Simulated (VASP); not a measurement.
# InAs (F-43m) in VASP: further runs

InAs is run at these levels: PBE; tasks: single point.

All numbers are computed with VASP 6.6.1; they aren't measurements. Logs are shortened: lines on timing, memory, paths and dates and some standing lists are left out, and cuts for length are marked.

**The experiment to reproduce.**

A printed reference work, data compilation reports, for a bulk crystal of InAs at 4.2 K: band gap 0.418 eV (direct).

How close the calculation comes is told below.

### Step 1. The cell of the first run

Symmetry: F-43m, No. 216, cubic system. The conventional cell has a = 6.187 Å, b = 6.187 Å, c = 6.187 Å, α = 90.00°, β = 90.00°, γ = 90.00°. In (site symmetry -43m) has 4 As at 2.68 Å within 3.5 Å. Within 3.5 Å of As (site symmetry -43m) lie 4 In at 2.68 Å.

### Step 2. Single point, PBE

INCAR reads:

```
PREC = Accurate ; ENCUT = 520
EDIFF = 1E-6 ; ISMEAR = 0
SIGMA = 0.15 ; LREAL = False
LASPH = True ; NELM = 100
ALGO = Normal ; ISIF = 2
LWAVE = False ; LCHARG = True
GGA = PE ; LELF = True
LVHAR = True ; NBANDS = 16
```

KPOINTS reads:

```
regular mesh
0
Gamma
  12 12 12
```

POSCAR reads:

```
InAs
1.0
    0.0000000000      3.0934008768      3.0934008768
    3.0934008768      0.0000000000      3.0934008768
    3.0934008768      3.0934008768      0.0000000000
In As
1 1
Direct
    0.0000000000      0.0000000000      0.0000000000
    0.7500000000      0.7500000000      0.7500000000
```

Potentials or basis: VASP PAW PBE potentials, release 64 (In_d, As).

Command:

```sh
$ cat potpaw_PBE.64/In_d/POTCAR potpaw_PBE.64/As/POTCAR > POTCAR
$ mpirun -np 1 vasp_std > vasp.out
```

OUTCAR:

```text
PREC = Accurate
   ENCUT = 520
   EDIFF = 1E-6
   ISMEAR = 0
   LREAL = False
   LASPH = True
   NELM = 100
   ISIF = 2
   GGA = PE

 ion  position               nearest neighbor table
   1  0.000  0.000  0.000-   2 2.68   2 2.68   2 2.68   2 2.68
   2  0.750  0.750  0.750-   1 2.68   1 2.68   1 2.68   1 2.68

  LATTYP: Found a face centered cubic cell.
 ALAT       =     6.1868017536

  Lattice vectors:

 A1 = (   0.0000000000,   3.0934008768,   3.0934008768)
 A2 = (   3.0934008768,   0.0000000000,   3.0934008768)
 A3 = (   3.0934008768,   3.0934008768,   0.0000000000)

Analysis of symmetry for initial positions (statically):
=====================================================================
 Subroutine PRICEL returns:
 Original cell was already a primitive cell.

 Routine SETGRP: Setting up the symmetry group for a
 face centered cubic supercell.

 Subroutine GETGRP returns: Found 24 space group operations
 (whereof 24 operations were pure point group operations)
 out of a pool of 48 trial point group operations.

The static configuration has the point symmetry T_d .

Analysis of symmetry for dynamics (positions and initial velocities):
=====================================================================
 Subroutine PRICEL returns:
 Original cell was already a primitive cell.

 Routine SETGRP: Setting up the symmetry group for a
 face centered cubic supercell.

 Subroutine GETGRP returns: Found 24 space group operations
 (whereof 24 operations were pure point group operations)
 out of a pool of 48 trial point group operations.

The dynamic configuration has the point symmetry T_d .

 Subroutine INISYM returns: Found 24 space group operations
 (whereof 24 operations are pure point group operations),
 and found     1 'primitive' translations

----------------------------------------------------------------------------------------

                                     Primitive cell

  volume of cell :      59.2023

  direct lattice vectors                    reciprocal lattice vectors
     0.000000000  3.093400877  3.093400877    -0.161634402  0.161634402  0.161634402
     3.093400877  0.000000000  3.093400877     0.161634402 -0.161634402  0.161634402
     3.093400877  3.093400877  0.000000000     0.161634402  0.161634402 -0.161634402

  length of vectors
     4.374729474  4.374729474  4.374729474     0.279958996  0.279958996  0.279958996

  position of ions in fractional coordinates (direct lattice)
     0.000000000  0.000000000  0.000000000
     0.750000000  0.750000000  0.750000000

  ion indices of the primitive-cell ions
   primitive index   ion index
                 1           1
                 2           2

----------------------------------------------------------------------------------------

 KPOINTS: regular mesh

Automatic generation of k-mesh.
 Grid dimensions read from file:
 generate k-points for:   12   12   12

 Generating k-lattice:

  Cartesian coordinates                     Fractional coordinates (reciprocal lattice)
    -0.013469533  0.013469533  0.013469533     0.083333333  0.000000000  0.000000000
     0.013469533 -0.013469533  0.013469533     0.000000000  0.083333333  0.000000000
     0.013469533  0.013469533 -0.013469533     0.000000000  0.000000000  0.083333333

  Length of vectors
     0.023329916  0.023329916  0.023329916

  Shift w.r.t. Gamma in fractional coordinates (k-lattice)
     0.000000000  0.000000000  0.000000000

 Subroutine IBZKPT returns following result:
 ===========================================

 Found     72 irreducible k-points:

 Following reciprocal coordinates:
            Coordinates               Weight
  0.000000  0.000000  0.000000      1.000000
  0.083333  0.000000  0.000000      8.000000
  0.166667  0.000000  0.000000      8.000000
  0.250000  0.000000  0.000000      8.000000
  0.333333  0.000000  0.000000      8.000000
  0.416667  0.000000  0.000000      8.000000
[... 16 lines left out ...]
  0.500000  0.166667  0.000000     24.000000
 -0.416667  0.166667  0.000000     24.000000
 [... further k-points ...]
   k-points           NKPTS =     72   k-points in BZ     NKDIM =     72   number of bands    NBANDS=     16
   number of dos      NEDOS =    301   number of ions     NIONS =      2
   total plane-waves  NPLWV =  46656
   dimension x,y,z NGX =    36 NGY =   36 NGZ =   36
   dimension x,y,z NGXF=    72 NGYF=   72 NGZF=   72
   ions per type =               1   1
   NGX,Y,Z   is equivalent  to a cutoff of  13.68, 13.68, 13.68 a.u.
   NGXF,Y,Z  is equivalent  to a cutoff of  27.36, 27.36, 27.36 a.u.
 SYSTEM =  unknown system
   PREC   = accura    normal or accurate (medium, high low for compatibility)
   ISTART =      0    job   : 0-new  1-cont  2-samecut
   ICHARG =      2    charge: 1-file 2-atom 10-const
   ISPIN  =      1    spin polarized calculation?
   LNONCOLLINEAR =      F non collinear calculations
   LSORBIT =      F    spin-orbit coupling
   LASPH  =      T    aspherical Exc in radial PAW
   ENCUT  =  520.0 eV  38.22 Ry    6.18 a.u.   8.13  8.13  8.13*2*pi/ulx,y,z
   NELM   =    100;   NELMIN=  2; NELMDL= -5     # of ELM steps
   EDIFF  = 0.1E-05   stopping-criterion for ELM
   LREAL  =      F    real-space projection
   EDIFFG = 0.1E-04   stopping-criterion for IOM
   NSW    =      0    number of steps for IOM
   IBRION =     -1    ionic relax: 0-MD 1-quasi-New 2-CG
   NFREE  =      0    steps in history (QN), initial steepest desc. (CG)
   ISIF   =      2    stress and relaxation
   ISYM   =      2    0-nonsym 1-usesym 2-fastsym
   POTIM  = 0.5000    time-step for ionic-motion
   TEBEG  =    0.0;   TEEND  =   0.0 temperature during run
   PSTRESS=    0.0 pullay stress
   NELECT =      18.0000    total number of electrons
   NUPDOWN=      -1.0000    fix difference up-down
   EMIN   =  10.00;   EMAX   =-10.00  energy-range for DOS
   EFERMI =   0.00;   METHOD = LEGACY
   ISMEAR =     0;   SIGMA  =   0.15  broadening in eV -4-tet -1-fermi 0-gaus
   EFERMI_NEDOS =   21; number of points for ismear=-14 and -15
   IALGO  =     38    algorithm
   IMIX   =      4    mixing-type and parameters
     AMIX     =   0.40;   BMIX     =  1.00
     AMIX_MAG =   1.60;   BMIX_MAG =  1.00
  volume/ion in A,a.u.               =      29.60       199.76
  Fermi-wavevector in a.u.,A,eV,Ry     =   1.100828  2.080263 16.487843  1.211822
  Thomas-Fermi vector in A             =   2.237245
   LORBIT       =      0    0 simple, 1 ext, 2 COOP (PROOUT), +10 PAW based schemes
   GGA     = PE    functional components
   LHFCALC =     F    Hartree Fock is set to
   AEXX    =    0.0000 exact exchange contribution
   IVDW    =     0    specifies the selected vdW correction
   LEPSILON=     F    determine dielectric tensor
   LRPA    =     F    only Hartree local field effects (RPA)
 non-spin polarized calculation
 Gauss-broadening in eV      SIGMA  =   0.15
  energy-cutoff  :      520.00
  volume of cell :       59.20
 maximum number of plane-waves:      1639
 NGX is ok and might be reduce to    36
   NGX = 17   NGY = 17   NGZ = 17

 number of electron      17.9999997 magnetization

 Free energy of the ion-electron system (eV)
  ---------------------------------------------------
  ext. energy  EPLUGINS =         0.00000000
  ---------------------------------------------------
  free energy    TOTEN  =        -7.71982189 eV

  energy without entropy =       -7.71955918  energy(sigma->0) =       -7.71969053

 E-fermi :   3.9654     XC(G=0):  -8.7960

 val. band max:        3.8390693524   @ k =   0.0000   0.0000   0.0000
 cond. band min:       4.4635778653   @ k =   0.0833   0.0000   0.0000
 fundamental gap:      0.6245085129
 Fermi energy:         3.9653864375

 k-point     1 :       0.0000    0.0000    0.0000
  band No.  band energies     occupation
      1     -10.4273      2.00000
      2     -10.4273      2.00000
      3     -10.4273      2.00000
      4     -10.3276      2.00000
      5     -10.3276      2.00000
      6      -7.6016      2.00000
[... 8 lines left out ...]
     15      13.3441      0.00000
     16      13.3441      0.00000

 k-point     2 :       0.0833    0.0000    0.0000
  band No.  band energies     occupation
      1     -10.4340      2.00000
      2     -10.4252      2.00000
      3     -10.4252      2.00000
      4     -10.3276      2.00000
      5     -10.3276      2.00000
      6      -7.5378      2.00000
[... 8 lines left out ...]
     15      12.8242      0.00000
     16      12.8242      0.00000

 k-point     3 :       0.1667    0.0000    0.0000
  band No.  band energies     occupation
      1     -10.4520      2.00000
      2     -10.4197      2.00000
      3     -10.4197      2.00000
      4     -10.3275      2.00000
      5     -10.3275      2.00000
      6      -7.3534      2.00000
[... 8 lines left out ...]
     15      12.3481      0.00000
     16      12.3481      0.00000

 k-point     4 :       0.2500    0.0000    0.0000
  band No.  band energies     occupation
      1     -10.4755      2.00000
      2     -10.4129      2.00000
      3     -10.4129      2.00000
      4     -10.3265      2.00000
      5     -10.3265      2.00000
      6      -7.0723      2.00000
[... 8 lines left out ...]
     15      12.3031      0.00000
     16      12.3031      0.00000
[... 324 lines left out ...]
 k-point    22 :       0.4167    0.1667    0.0000
  band No.  band energies     occupation
      1     -10.5197      2.00000
      2     -10.3980      2.00000
      3     -10.3934      2.00000
      4     -10.3342      2.00000
      5     -10.3184      2.00000
      6      -6.4660      2.00000
[... 8 lines left out ...]
     15      13.7175      0.00000
     16      14.3785      0.00000

 k-point    23 :       0.5000    0.1667    0.0000
  band No.  band energies     occupation
      1     -10.5278      2.00000
      2     -10.3971      2.00000
      3     -10.3919      2.00000
      4     -10.3304      2.00000
      5     -10.3193      2.00000
      6      -6.2390      2.00000
[... 8 lines left out ...]
     15      13.9754      0.00000
     16      14.4413      0.00000

 k-point    24 :      -0.4167    0.1667    0.0000
  band No.  band energies     occupation
      1     -10.5275      2.00000
      2     -10.3975      2.00000
      3     -10.3931      2.00000
      4     -10.3267      2.00000
      5     -10.3225      2.00000
      6      -6.2043      2.00000
[... 8 lines left out ...]
     15      13.3361      0.00000
     16      13.7563      0.00000

 [... further k-points ...]

------------------------ aborting loop because EDIFF is reached ----------------------------------------

  FORCE on cell =-STRESS in cart. coord.  units (eV):
  Direction    XX          YY          ZZ          XY          YZ          ZX
  --------------------------------------------------------------------------------------
  -------------------------------------------------------------------------------------
  Total        0.0118678      0.0118678      0.0118678      0.0000000      0.0000000      0.0000000
  in kB        0.3211747      0.3211747      0.3211747      0.0000000      0.0000000      0.0000000
  external PRESSURE =       0.3211747 kB  Pullay stress =       0.0000000 kB

 VOLUME and BASIS-vectors are now :
 -----------------------------------------------------------------------------
  energy-cutoff  :      520.00
  volume of cell :       59.20
      direct lattice vectors                 reciprocal lattice vectors
     0.000000000  3.093400877  3.093400877    -0.161634402  0.161634402  0.161634402
     3.093400877  0.000000000  3.093400877     0.161634402 -0.161634402  0.161634402
     3.093400877  3.093400877  0.000000000     0.161634402  0.161634402 -0.161634402

 POSITION                                       TOTAL-FORCE (eV/Angst)
 -----------------------------------------------------------------------------------
      0.00000      0.00000      0.00000        -0.000000     -0.000000     -0.000000
      4.64010      4.64010      4.64010         0.000000      0.000000      0.000000
 -----------------------------------------------------------------------------------
    total drift:                                0.000000      0.000000      0.000000

  FREE ENERGIE OF THE ION-ELECTRON SYSTEM (eV)
  ---------------------------------------------------
  free  energy   TOTEN  =        -7.7198218902 eV

  energy  without entropy=       -7.7195591752  energy(sigma->0) =       -7.71969053
```

Run time: 73 s. Hardware: 1 thread of AMD EPYC 7R43 (Zen 3), shared host; peak memory 0.21 GiB.

What came out:

* Free energy: -7.7198 eV
* Pressure: 0.0 GPa
* Band gap on the k mesh: zero (filled and empty bands touch)

Levels at points of the mesh, in eV from the Fermi level:
```tsv
k point	band 5	band 6	band 7	band 8	band 9	band 10	band 11	band 12	band 13	band 14
(0.00, 0.00, 0.00)	-14.29	-11.57	-0.67	-0.13	-0.13	-0.13	3.75	3.75	3.75	7.15
(0.50, 0.00, 0.00)	-14.29	-10.30	-5.56	-1.02	-1.02	0.69	4.51	4.51	6.63	8.57
(0.50, 0.50, 0.00)	-14.27	-9.83	-5.68	-2.23	-2.23	1.53	1.91	8.63	8.67	8.67
```

Caveat: spin-orbit coupling is left out, which moves the levels of the heavy elements.

### Step 3. Single point, PBE

INCAR reads:

```
PREC     = Accurate       # precision mode
ENCUT    = 520            # plane-wave cutoff, eV
EDIFF    = 1E-7           # SCF threshold, eV
ISMEAR   = 0              # smearing method
SIGMA    = 0.15           # smearing width, eV
LREAL    = F              # projectors in reciprocal space
LASPH    = T              # aspherical terms in the spheres
NELM     = 60             # most SCF steps
ALGO     = Normal         # electronic algorithm
ISIF     = 2              # what is computed and relaxed
LWAVE    = F              # write WAVECAR
LCHARG   = F              # write CHGCAR
GGA      = PE             # functional
NBANDS   = 16             # bands
```

KPOINTS reads:

```
regular mesh
0
Gamma
  14 14 14
```

POSCAR is that of step 2.

Potentials or basis: VASP PAW PBE potentials, release 64 (In_d, As).

Command:

```sh
$ cat potpaw_PBE.64/In_d/POTCAR potpaw_PBE.64/As/POTCAR > POTCAR
$ mpirun -np 1 vasp_std > vasp.out
```

It took 2.1 min on 1 thread of AMD EPYC 7R43 (Zen 3), shared host; peak memory 0.24 GiB.

Results (log left out):

| Property | Result |
| --- | --- |
| Free energy | -7.7200 eV |
| Pressure | 0.0 GPa |
| Band gap on the k mesh | zero (filled and empty bands touch) |

Levels at points of the mesh, in eV from the Fermi level:
| k point | band 6 | band 7 | band 8 | band 9 | band 10 | band 11 | band 12 | band 13 |
| --- | --- | --- | --- | --- | --- | --- | --- | --- |
| (0.00, 0.00, 0.00) | -11.59 | -0.69 | -0.14 | -0.14 | -0.14 | 3.73 | 3.73 | 3.73 |
| (0.50, 0.00, 0.00) | -10.32 | -5.58 | -1.04 | -1.04 | 0.67 | 4.49 | 4.49 | 6.61 |
| (0.50, 0.50, 0.00) | -9.85 | -5.70 | -2.25 | -2.25 | 1.51 | 1.90 | 8.61 | 8.65 |

Caveat: spin-orbit coupling is left out, which moves the levels of the heavy elements.

### Step 4. Comparison with measurements

Step 2. Against the measured gap of InAs, 0.418 eV (direct; 4.2 K; a printed reference work, data compilation), the calculated 0.00 eV is off by -0.42 eV. Spin-orbit coupling on As, In is left out. The value is that of PBE on a finite k mesh, which can miss the band edges, without temperature or zero-point motion. Semilocal functionals fall short of measured gaps as a rule.

Step 3. Against the measured gap of InAs, 0.418 eV (direct; 4.2 K; a printed reference work, data compilation), the calculated 0.00 eV is off by -0.42 eV. Spin-orbit coupling on As, In is left out. The value is that of PBE on a finite k mesh, which can miss the band edges, without temperature or zero-point motion. Semilocal functionals fall short of measured gaps as a rule.
